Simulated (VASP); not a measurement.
A run of VASP 6.6.1:

Contents of INCAR:

```
  ALGO = Normal
  EDIFF = 1E-7
  EDIFFG = -0.005
  ENCUT = 600
  GGA = CA
  IBRION = 2
  ISIF = 3
  ISMEAR = 0
  LASPH = T
  LCHARG = F
  LREAL = F
  LWAVE = F
  NELM = 80
  NSW = 90
  PREC = Accurate
  SIGMA = 0.03
```

The input KPOINTS:

```
k-points
0
Gamma
  10 10 10
```

POSCAR

```
AlAs                                    
1.0
   -0.0000000000      2.8189046163      2.8189046163
    2.8189046163      0.0000000000      2.8189046163
    2.8189046163      2.8189046163      0.0000000000
  Al              As            
     1     1
Direct
     0.0000000000000000    0.0000000000000000    0.0000000000000000
     0.2500000000000000    0.2500000000000000    0.2500000000000000
```

Potentials or basis: VASP PAW LDA potentials, release 64 (Al, As).

Launch:

```bash
$ cat potpaw_LDA.64/Al/POTCAR potpaw_LDA.64/As/POTCAR > POTCAR
$ mpirun -np 1 vasp_std > vasp.out
```

Hardware: 1 thread of AMD EPYC 9R45 96-Core Processor (Zen 5) (shared host).

**Question.** How long does it take, and how much memory?

**Answer.** Run time: 7.1 s on 1 thread of AMD EPYC 9R45 96-Core Processor (Zen 5), with other jobs on the host, peak memory 0.13 GiB. Counts: scf iterations 12, k points 47, ion steps 1.
